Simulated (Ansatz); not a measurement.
## ZnO (zincite) under changes of volume

One of the cells (11.900 Å³/atom); the others are scaled copies at fixed shape and fractional positions:

```
Zn O
1.0
     3.24931    0.00000    0.00000
    -1.62465    2.81398    0.00000
     0.00000    0.00000    5.20571
Zn O
2 2
Direct
  0.66667 0.33333 0.00000
  0.33333 0.66667 0.50000
  0.33333 0.66667 0.87901
  0.66667 0.33333 0.37901
```

```yaml
Program: Ansatz 0.2.0
Functional: LDA
Potentials_or_basis: JTH PAW LDA
Cutoff: 1380 eV
Density_cutoff: 6900 eV
k_mesh: 9 × 9 × 5
Occupations: fermi-dirac, width 0.05 eV
Spin: no spin polarisation
```

```tsv
volume (Å³/atom)	energy over the lowest point (meV/atom)	pressure (GPa)	gap on the mesh (eV)	largest force (eV/Å)
11.186	0.00	1.7	0.83	0.073
11.424	?	?	?	?
11.662	4.79	-4.7	0.76	0.058
11.900	13.86	-7.4	0.73	0.051
12.138	26.73	-9.9	0.70	0.044
12.376	42.99	-12.0	0.67	0.038
12.614	62.28	-13.9	0.63	0.032
```

Task: What does the run at 11.424 Å³/atom give?

Result: Energy over the lowest point 0.00 meV/atom; pressure -1.7 GPa; gap on the mesh 0.80 eV; largest force 0.065 eV/Å.

Worked out: A Birch-Murnaghan fit of order 3 (a polynomial in V^(-2/3)) to the other rows has its minimum at 11.30 Å³/atom with B0 = V·E''(V) = 162 GPa and B' = 4.5 at fixed shape and positions, which overstates the stiffness. It gives 0.00 meV/atom at 11.424 Å³/atom, against the run's 0.00, and -dE/dV = -1.7 GPa, against -1.7. A straight line through the other rows of the gap, of slope -1.63 eV per unit of ln V (its deformation potential), gives 0.80 eV, against the run's 0.80.

Energies are extrapolated to zero smearing.

Caveats: odd divisions of the mesh miss points on the zone boundary, where band edges often lie, so the gap on the mesh can be too wide.
